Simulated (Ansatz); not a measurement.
BP:

```
P B
1.0
     0.00000    2.26900    2.26900
     2.26900    0.00000    2.26900
     2.26900    2.26900    0.00000
P B
1 1
Direct
  0.75000 0.75000 0.75000
  0.00000 0.00000 0.00000
```

Base run:

| Quantity | Value |
| --- | --- |
| Program | Ansatz 0.2.0 |
| Functional | RPBE |
| Potentials or basis | all-electron LAPW, scalar-relativistic |
| Cutoff | 280 eV (chosen from the basis error) |
| Basis error allowed | 0.001 eV/atom |
| k mesh | 10 × 10 × 10 |
| Occupations | fermi-dirac, width 0.05 eV |
| Spin | no spin polarisation |

Its results: band gap on the k mesh 1.27 eV, indirect (least direct gap 3.41 eV); pressure 3.9 GPa.

Task: The run is repeated on the same cell with these changes: functional from RPBE to BLYP. What comes out?

Result: Band gap on the k mesh 1.51 eV, indirect (least direct gap 3.55 eV); pressure 6.1 GPa.
